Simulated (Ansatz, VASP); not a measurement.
**One calculation of Ga, two programs**

```
CELL_PARAMETERS angstrom
5.93479 0.00000 0.00000
-2.96740 5.13968 0.00000
0.00000 0.00000 3.44805
ATOMIC_POSITIONS crystal
Ga 0.19129 0.80871 0.25000
Ga 0.19129 0.38258 0.25000
Ga 0.61742 0.80871 0.25000
Ga 0.80871 0.19129 0.75000
Ga 0.80871 0.61742 0.75000
Ga 0.38258 0.19129 0.75000
```

Alike in both runs: task single point; functional PBE; k mesh 3 × 3 × 6; occupations gaussian, width 0.1 eV; no spin polarisation.

```csv
,VASP,Ansatz
version,VASP 6.6.1,Ansatz 0.2.0
potentials or method,"VASP PAW PBE potentials, release 64 (Ga_d)","scalar-relativistic, plane waves, PAW"
plane-wave cutoff (eV),520,420
valence electrons in the cell,78,78
```

VASP gave:

| Quantity | Value |
| --- | --- |
| gap on the k mesh at the Fermi level (eV) | none |
| pressure (GPa) | 10.7 |
| largest component of the traceless stress (GPa) | 0.90 |
| rms of the force components (eV/Å) | 0.405 |

Problem. Which values does Ansatz return?

Solution. gap on the k mesh at the Fermi level (eV): none; pressure (GPa): 10.5; largest component of the traceless stress (GPa): 0.93; rms of the force components (eV/Å): 0.401.

Atom by atom the forces differ by 0.003 eV/Å (rms over components). A gap of «none» marks a metal or a gap that the smearing closes.

Caveats: the k mesh is coarse (spacing up to 0.41 Å⁻¹), so the values aren't converged.
